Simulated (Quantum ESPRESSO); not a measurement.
Runs of Quantum ESPRESSO 7.5 on Ba. The structure is cubic, space group Im-3m (No. 229). The conventional cell has a = 5.013 Å, b = 5.013 Å, c = 5.013 Å, α = 90.00°, β = 90.00°, γ = 90.00°. Ba (site symmetry m-3m) is surrounded by 8 Ba at 4.34 Å. 

| level | k mesh | SCF threshold | symmetry | gap on the mesh (eV) | pressure (GPa) |
| --- | --- | --- | --- | --- | --- |
| AM05 | 8 × 8 × 8 | 2e-10 Ry | - | none | -0.3 |
| PBEsol | 8 × 8 × 8 | 2e-10 Ry | - | none | -0.7 |
| PW91 | 8 × 8 × 8 | 2e-10 Ry | - | none | (a) |
| TASK | 6 × 6 × 6 | 1e-08 Ry | off | none | (b) |
| RPBE | 8 × 8 × 8 | 2e-10 Ry | - | none | 0.7 |

Alike in all rows: task band structure; potentials or basis SG15 PBE 1.2; no spin polarisation; cell as given; cutoff (eV) 599; smearing fermi-dirac 0.05 eV.

Task: Fill in the values left out.

Result: (a) -0.1; (b) 2.6.

Caveats: the potentials were made for another functional, which shifts forces and pressure; some levels on the path didn't converge; spin-orbit coupling is left out, which moves the levels of the heavy elements.

A k mesh can miss the band edges, and the runs leave out spin-orbit coupling on Ba.

A gap of «none» marks a metal or a gap under the smearing width.

Runs at the PBE level aren't shown here.
